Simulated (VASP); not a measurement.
Input of a VASP 6.6.1 run:

Contents of INCAR:

```
SYSTEM = Be
PREC     = Accurate       ! precision mode
ENCUT    = 600            ! plane-wave cutoff, eV
EDIFF    = 1E-6           ! SCF threshold, eV
ISMEAR   = -1             ! smearing method
SIGMA    = 0.05           ! smearing width, eV
LREAL    = .FALSE.        ! projectors in reciprocal space
LASPH    = .TRUE.         ! aspherical terms in the spheres
NELM     = 60             ! most SCF steps
ALGO     = Normal         ! electronic algorithm
ISIF     = 3              ! what is computed and relaxed
LWAVE    = .FALSE.        ! write WAVECAR
LCHARG   = .FALSE.        ! write CHGCAR
GGA      = PS             ! functional
IBRION   = 2              ! ionic algorithm
NSW      = 60             ! ionic steps
EDIFFG   = -0.01          ! ionic threshold
PSTRESS  = 300
```

Contents of KPOINTS:

```
Automatic mesh
0
G
  14 14 14
  0 0 0
```

The input POSCAR:

```
Be
1.0
    0.0000000000      1.5790500000      1.5790500000
    1.5790500000      0.0000000000      1.5790500000
    1.5790500000      1.5790500000      0.0000000000
Be
1
Direct
    0.0000000000      0.0000000000      0.0000000000
```

Potentials or basis: VASP PAW PBE potentials, release 64 (Be).

Launch:

```sh
$ cat potpaw_PBE.64/Be/POTCAR > POTCAR
$ mpirun -np 1 vasp_std > vasp.out
```

(1) Estimate the space group after relaxing (to 0.05 Å).

(2) What does it give for the relaxed cell?

(3) Predict the relaxed volume.

## Answers

(1) Fm-3m (No. 225).

(2) a = 2.097 Å, b = 2.097 Å, c = 2.097 Å, α = 60.00°, β = 60.00°, γ = 60.00°.

(3) 6.52 Å³/atom.

Caveat: the cell is relaxed towards a set pressure, so the enthalpy falls and the energy may rise; the volume moved by over 15 % at a fixed basis, so the end points are rough; the PAW data sets were made with another functional, which shifts forces and pressure a little.
